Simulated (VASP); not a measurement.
The system is GaP.

```
Ga P
1.0
     0.00000    2.72525    2.72525
     2.72525    0.00000    2.72525
     2.72525    2.72525    0.00000
Ga P
1 1
Direct
  0.00000 0.00000 0.00000
  0.25000 0.25000 0.25000
```

Base run:

| Item | Value |
| --- | --- |
| Program | VASP 6.6.1 |
| Functional | PBE |
| Potentials or basis | VASP PAW PBE potentials, release 64 (Ga_d, P) |
| Cutoff | 520 eV |
| k mesh | 8 × 8 × 8 |
| Occupations | gaussian, width 0.02 eV |
| Spin | no spin polarisation |

Its results: band gap on the k mesh 1.64 eV, indirect (least direct gap 1.83 eV); pressure 2.5 GPa.

Problem. The run is repeated on the same cell with these changes: k mesh from 8 × 8 × 8 to 4 × 4 × 4. What comes out?

Solution. Band gap on the k mesh 1.63 eV, indirect (least direct gap 1.82 eV); pressure 2.9 GPa.

Caveats: some runs use coarse meshes.

A k mesh can miss the band edges.
